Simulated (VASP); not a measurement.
# Si3Ge (P3m1) in VASP: single point with r2SCAN

Aim: the single point of Si3Ge with r2SCAN.

Program: VASP 6.6.1. These are calculated values, not measurements. Logs are shortened: lines on timing, memory, paths and dates and some standing lists are left out, and cuts for length are marked.

## 1. The crystal as given

Symmetry: P3m1, No. 156, trigonal system. The conventional cell has a = 3.862 Å, b = 3.862 Å, c = 6.382 Å, α = 90.00°, β = 90.00°, γ = 120.00°. Ge (site symmetry 3m) has 4 Si at 2.38 to 2.41 Å as nearest neighbours. Si (site symmetry 3m) is surrounded by 4 Si at 2.36 Å. Si (site symmetry 3m) has 3 Si at 2.36 Å and 1 Ge at 2.41 Å as nearest neighbours. Around Si (site symmetry 3m) lie 1 Si at 2.36 Å and 3 Ge at 2.38 Å.

The cell comes from a database or a generator and needn't be the stable form of this composition.

## 2. Single point, r2SCAN

POSCAR

```
Si3Ge
1.0
    3.8621372389      0.0000000000      0.0000000000
   -1.9310686195      3.3447089618      0.0000000000
    0.0000000000      0.0000000000      6.3818399926
Ge Si
1 3
Direct
    0.3333333333      0.6666666667      0.0003380030
    0.6666666667      0.3333333333      0.4996050280
    0.3333333333      0.6666666667      0.3780722154
    0.6666666667      0.3333333333      0.8699847536
```

INCAR.step1

```
SYSTEM = Si3Ge
PREC = Accurate
ENCUT = 520
ISMEAR = 0
SIGMA = 0.02
LREAL = .FALSE.
LASPH = .TRUE.
NELM = 100
NBANDS = 21
GGA = PE
ALGO = Normal
EDIFF = 1E-4
LWAVE = .TRUE.
LCHARG = .FALSE.
```

INCAR.step2

```
SYSTEM = Si3Ge
PREC = Accurate
ENCUT = 520
EDIFF = 1E-6
ISMEAR = 0
SIGMA = 0.02
LREAL = .FALSE.
LASPH = .TRUE.
NELM = 100
ALGO = Normal
ISIF = 2
LWAVE = .FALSE.
LCHARG = .FALSE.
METAGGA = R2SCAN
LMIXTAU = .TRUE.
NBANDS = 21
ISTART = 1
```

KPOINTS

```
Automatic mesh
0
G
  12 12 6
  0 0 0
```

Potentials or basis: VASP PAW PBE potentials, release 64 (Ge_d, Si).

The run is started by

```bash
$ cat potpaw_PBE.64/Ge_d/POTCAR potpaw_PBE.64/Si/POTCAR > POTCAR
$ cp INCAR.step1 INCAR
$ mpirun -np 1 vasp_std > vasp.out
$ cp INCAR.step2 INCAR
$ mpirun -np 1 vasp_std > vasp.out
```

OUTCAR:

```text
SYSTEM = Si3Ge
   PREC = Accurate
   ENCUT = 520
   EDIFF = 1E-6
   ISMEAR = 0
   LREAL = .FALSE.
   LASPH = .TRUE.
   NELM = 100
   ISIF = 2
   METAGGA = R2SCAN
   ISTART = 1

 ion  position               nearest neighbor table
   1  0.333  0.667  0.000-   4 2.38   4 2.38   4 2.38   3 2.41
   2  0.667  0.333  0.500-   3 2.36   3 2.36   3 2.36   4 2.36
   3  0.333  0.667  0.378-   2 2.36   2 2.36   2 2.36   1 2.41
   4  0.667  0.333  0.870-   2 2.36   1 2.38   1 2.38   1 2.38

  LATTYP: Found a hexagonal cell.
 ALAT       =     3.8621372389
 C/A-ratio  =     1.6524115012

  Lattice vectors:

 A1 = (   3.8621372389,   0.0000000000,   0.0000000000)
 A2 = (  -1.9310686195,   3.3447089618,   0.0000000000)
 A3 = (   0.0000000000,   0.0000000000,   6.3818399926)

Analysis of symmetry for initial positions (statically):
=====================================================================
 Subroutine PRICEL returns:
 Original cell was already a primitive cell.

 Routine SETGRP: Setting up the symmetry group for a
 hexagonal supercell.

 Subroutine GETGRP returns: Found  6 space group operations
 (whereof  6 operations were pure point group operations)
 out of a pool of 24 trial point group operations.

The static configuration has the point symmetry C_3v.

Analysis of symmetry for dynamics (positions and initial velocities):
=====================================================================
 Subroutine PRICEL returns:
 Original cell was already a primitive cell.

 Routine SETGRP: Setting up the symmetry group for a
 hexagonal supercell.

 Subroutine GETGRP returns: Found  6 space group operations
 (whereof  6 operations were pure point group operations)
 out of a pool of 24 trial point group operations.

The dynamic configuration has the point symmetry C_3v.

 Subroutine INISYM returns: Found  6 space group operations
 (whereof  6 operations are pure point group operations),
 and found     1 'primitive' translations

----------------------------------------------------------------------------------------

                                     Primitive cell

  volume of cell :      82.4389

  direct lattice vectors                    reciprocal lattice vectors
     3.862137239  0.000000000  0.000000000     0.258923994  0.149489838  0.000000000
    -1.931068619  3.344708962  0.000000000     0.000000000  0.298979675  0.000000000
     0.000000000  0.000000000  6.381839993     0.000000000  0.000000000  0.156694621

  length of vectors
     3.862137239  3.862137239  6.381839993     0.298979675  0.298979675  0.156694621

  position of ions in fractional coordinates (direct lattice)
     0.333333333  0.666666667  0.000338003
     0.666666667  0.333333333  0.499605028
     0.333333333  0.666666667  0.378072215
     0.666666667  0.333333333  0.869984754

  ion indices of the primitive-cell ions
   primitive index   ion index
                 1           1
                 2           2
                 3           3
                 4           4

----------------------------------------------------------------------------------------

 KPOINTS: Automatic mesh

Automatic generation of k-mesh.
 Grid dimensions read from file:
 generate k-points for:   12   12    6

 Generating k-lattice:

  Cartesian coordinates                     Fractional coordinates (reciprocal lattice)
     0.021577000  0.012457486  0.000000000     0.083333333  0.000000000  0.000000000
     0.000000000  0.024914973  0.000000000     0.000000000  0.083333333  0.000000000
     0.000000000  0.000000000  0.026115770     0.000000000  0.000000000  0.166666667

  Length of vectors
     0.024914973  0.024914973  0.026115770

  Shift w.r.t. Gamma in fractional coordinates (k-lattice)
     0.000000000  0.000000000  0.000000000

 Subroutine IBZKPT returns following result:
 ===========================================

 Found    100 irreducible k-points:

 Following reciprocal coordinates:
            Coordinates               Weight
  0.000000  0.000000  0.000000      1.000000
  0.083333 -0.000000  0.000000      6.000000
  0.166667 -0.000000  0.000000      6.000000
  0.250000  0.000000  0.000000      6.000000
  0.333333  0.000000  0.000000      6.000000
  0.416667 -0.000000  0.000000      6.000000
[... 16 lines left out ...]
  0.166667 -0.000000  0.166667      6.000000
  0.000000  0.166667  0.166667      6.000000
 [... further k-points ...]
   k-points           NKPTS =    100   k-points in BZ     NKDIM =    100   number of bands    NBANDS=     21
   number of dos      NEDOS =    301   number of ions     NIONS =      4
   total plane-waves  NPLWV =  43200
   dimension x,y,z NGX =    30 NGY =   30 NGZ =   48
   dimension x,y,z NGXF=    60 NGYF=   60 NGZF=   96
   ions per type =               1   3
   NGX,Y,Z   is equivalent  to a cutoff of  12.91, 12.91, 12.50 a.u.
   NGXF,Y,Z  is equivalent  to a cutoff of  25.83, 25.83, 25.01 a.u.
 SYSTEM =  Si3Ge
   PREC   = accura    normal or accurate (medium, high low for compatibility)
   ISTART =      1    job   : 0-new  1-cont  2-samecut
   ICHARG =      0    charge: 1-file 2-atom 10-const
   ISPIN  =      1    spin polarized calculation?
   LNONCOLLINEAR =      F non collinear calculations
   LSORBIT =      F    spin-orbit coupling
   LASPH  =      T    aspherical Exc in radial PAW
   ENCUT  =  520.0 eV  38.22 Ry    6.18 a.u.   7.18  7.18 11.87*2*pi/ulx,y,z
   NELM   =    100;   NELMIN=  2; NELMDL=  0     # of ELM steps
   EDIFF  = 0.1E-05   stopping-criterion for ELM
   LREAL  =      F    real-space projection
[... 7 lines left out ...]
   TEBEG  =    0.0;   TEEND  =   0.0 temperature during run
   PSTRESS=    0.0 pullay stress
   NELECT =      26.0000    total number of electrons
   NUPDOWN=      -1.0000    fix difference up-down
   EMIN   =  10.00;   EMAX   =-10.00  energy-range for DOS
   EFERMI =   0.00;   METHOD = LEGACY
   ISMEAR =     0;   SIGMA  =   0.02  broadening in eV -4-tet -1-fermi 0-gaus
   EFERMI_NEDOS =   21; number of points for ismear=-14 and -15
   IALGO  =     38    algorithm
   IMIX   =      4    mixing-type and parameters
     AMIX     =   0.40;   BMIX     =  1.00
     AMIX_MAG =   1.60;   BMIX_MAG =  1.00
  volume/ion in A,a.u.               =      20.61       139.08
  Fermi-wavevector in a.u.,A,eV,Ry     =   1.114351  2.105818 16.895414  1.241778
  Thomas-Fermi vector in A             =   2.250945
   LORBIT       =      0    0 simple, 1 ext, 2 COOP (PROOUT), +10 PAW based schemes
   METAGGA = R2SCAN    functional components
   LHFCALC =     F    Hartree Fock is set to
   AEXX    =    0.0000 exact exchange contribution
   IVDW    =     0    specifies the selected vdW correction
   LEPSILON=     F    determine dielectric tensor
   LRPA    =     F    only Hartree local field effects (RPA)
 non-spin polarized calculation
 Gauss-broadening in eV      SIGMA  =   0.02
  energy-cutoff  :      520.00
  volume of cell :       82.44
 maximum number of plane-waves:      2250
 NGX is ok and might be reduce to    30
   NGX = 15   NGY = 15   NGZ = 23

 number of electron      25.9999990 magnetization

 Free energy of the ion-electron system (eV)
  ---------------------------------------------------
  ext. energy  EPLUGINS =         0.00000000
  ---------------------------------------------------
  free energy    TOTEN  =       -40.10450367 eV

  energy without entropy =      -40.10450367  energy(sigma->0) =      -40.10450367

 E-fermi :   5.8929     XC(G=0): -10.1323

 val. band max:        5.7851552473   @ k =   0.0000   0.0000   0.0000
 cond. band min:       6.3716483411   @ k =   0.5000   0.0000   0.0000
 fundamental gap:      0.5864930937
 Fermi energy:         5.8929350842

 k-point     1 :       0.0000    0.0000    0.0000
  band No.  band energies     occupation
      1     -19.3437      2.00000
      2     -19.3385      2.00000
      3     -19.3385      2.00000
      4     -19.3062      2.00000
      5     -19.3062      2.00000
      6      -7.2753      2.00000
[... 13 lines left out ...]
     20      10.2795      0.00000
     21      12.3743      0.00000

 k-point     2 :       0.0833   -0.0000    0.0000
  band No.  band energies     occupation
      1     -19.3434      2.00000
      2     -19.3386      2.00000
      3     -19.3380      2.00000
      4     -19.3064      2.00000
      5     -19.3060      2.00000
      6      -7.1912      2.00000
[... 13 lines left out ...]
     20      10.5946      0.00000
     21      11.8541      0.00000

 k-point     3 :       0.1667   -0.0000    0.0000
  band No.  band energies     occupation
      1     -19.3428      2.00000
      2     -19.3385      2.00000
      3     -19.3366      2.00000
      4     -19.3069      2.00000
      5     -19.3053      2.00000
      6      -6.9414      2.00000
[... 13 lines left out ...]
     20      11.3586      0.00000
     21      11.7392      0.00000

 k-point     4 :       0.2500    0.0000    0.0000
  band No.  band energies     occupation
      1     -19.3431      2.00000
      2     -19.3376      2.00000
      3     -19.3349      2.00000
      4     -19.3076      2.00000
      5     -19.3043      2.00000
      6      -6.5344      2.00000
[... 13 lines left out ...]
     20      12.1971      0.00000
     21      13.0343      0.00000

 k-point     5 :       0.3333    0.0000    0.0000
  band No.  band energies     occupation
      1     -19.3439      2.00000
      2     -19.3362      2.00000
      3     -19.3334      2.00000
      4     -19.3082      2.00000
      5     -19.3031      2.00000
      6      -5.9928      2.00000
[... 13 lines left out ...]
     20      13.1776      0.00000
     21      13.3506      0.00000

 k-point     6 :       0.4167   -0.0000    0.0000
  band No.  band energies     occupation
      1     -19.3446      2.00000
      2     -19.3350      2.00000
      3     -19.3324      2.00000
      4     -19.3086      2.00000
      5     -19.3021      2.00000
      6      -5.3902      2.00000
[... 13 lines left out ...]
     20      12.9024      0.00000
     21      14.3481      0.00000

 k-point     7 :       0.5000    0.0000    0.0000
  band No.  band energies     occupation
      1     -19.3449      2.00000
      2     -19.3346      2.00000
      3     -19.3321      2.00000
      4     -19.3088      2.00000
      5     -19.3017      2.00000
      6      -5.0390      2.00000
[... 13 lines left out ...]
     20      12.9536      0.00000
     21      14.5263      0.00000
[... 291 lines left out ...]
      1     -19.3437      2.00000
      2     -19.3385      2.00000
      3     -19.3385      2.00000
      4     -19.3062      2.00000
      5     -19.3062      2.00000
      6      -7.1847      2.00000
[... 13 lines left out ...]
     20      10.0803      0.00000
     21      12.6366      0.00000

 k-point    21 :       0.0833   -0.0000    0.1667
  band No.  band energies     occupation
      1     -19.3433      2.00000
      2     -19.3386      2.00000
      3     -19.3380      2.00000
      4     -19.3064      2.00000
      5     -19.3060      2.00000
      6      -7.1007      2.00000
[... 13 lines left out ...]
     20      10.4256      0.00000
     21      12.2117      0.00000

 k-point    22 :       0.0000    0.0833    0.1667
  band No.  band energies     occupation
      1     -19.3433      2.00000
      2     -19.3386      2.00000
      3     -19.3380      2.00000
      4     -19.3064      2.00000
      5     -19.3060      2.00000
      6      -7.1007      2.00000
[... 13 lines left out ...]
     20      10.3742      0.00000
     21      12.1805      0.00000

 k-point    23 :       0.1667   -0.0000    0.1667
  band No.  band energies     occupation
      1     -19.3428      2.00000
      2     -19.3385      2.00000
      3     -19.3366      2.00000
      4     -19.3069      2.00000
      5     -19.3053      2.00000
      6      -6.8512      2.00000
[... 13 lines left out ...]
     20      11.4509      0.00000
     21      11.6697      0.00000

 k-point    24 :       0.0000    0.1667    0.1667
  band No.  band energies     occupation
      1     -19.3428      2.00000
      2     -19.3385      2.00000
      3     -19.3366      2.00000
      4     -19.3069      2.00000
      5     -19.3053      2.00000
      6      -6.8512      2.00000
[... 13 lines left out ...]
     20      11.2290      0.00000
     21      11.7836      0.00000

 [... further k-points ...]

------------------------ aborting loop because EDIFF is reached ----------------------------------------

  FORCE on cell =-STRESS in cart. coord.  units (eV):
  Direction    XX          YY          ZZ          XY          YZ          ZX
  --------------------------------------------------------------------------------------
  -------------------------------------------------------------------------------------
  Total        0.1441256      0.1441256      0.2171060     -0.0000000     -0.0000000     -0.0000000
  in kB        2.8010424      2.8010424      4.2193979     -0.0000000     -0.0000000     -0.0000000
  external PRESSURE =       3.2738276 kB  Pullay stress =       0.0000000 kB

 VOLUME and BASIS-vectors are now :
 -----------------------------------------------------------------------------
  energy-cutoff  :      520.00
  volume of cell :       82.44
      direct lattice vectors                 reciprocal lattice vectors
     3.862137239  0.000000000  0.000000000     0.258923994  0.149489838  0.000000000
    -1.931068619  3.344708962  0.000000000     0.000000000  0.298979675  0.000000000
     0.000000000  0.000000000  6.381839993     0.000000000  0.000000000  0.156694621

 POSITION                                       TOTAL-FORCE (eV/Angst)
 -----------------------------------------------------------------------------------
     -0.00000      2.22981      0.00216        -0.000000      0.000000      0.004945
      1.93107      1.11490      3.18840         0.000000     -0.000000      0.010523
     -0.00000      2.22981      2.41280         0.000000     -0.000000     -0.014263
      1.93107      1.11490      5.55210         0.000000     -0.000000     -0.001205
 -----------------------------------------------------------------------------------
    total drift:                               -0.000004      0.000002      0.008254

  FREE ENERGIE OF THE ION-ELECTRON SYSTEM (eV)
  ---------------------------------------------------
  free  energy   TOTEN  =       -40.1045036661 eV

  energy  without entropy=      -40.1045036661  energy(sigma->0) =      -40.10450367
```

Wall time 5.1 min (1 thread of AMD EPYC 9R45 (Zen 5), shared host); peak memory 0.28 GiB.

Results:

```
Free energy            : -40.1045 eV
Pressure               : 0.3 GPa
Largest force          : 0.014 eV/Å
Band gap on the k mesh : 0.59 eV, indirect (least direct gap 1.01 eV)
```

Forces on the atoms (eV/Å):
```
Ge   0.000  0.000  0.005
Si   0.000  0.000  0.011
Si   0.000  0.000 -0.014
Si   0.000  0.000 -0.001
```

Caveat: the PAW data sets were made with another functional, which shifts forces and pressure a little. A k mesh can miss the band edges.
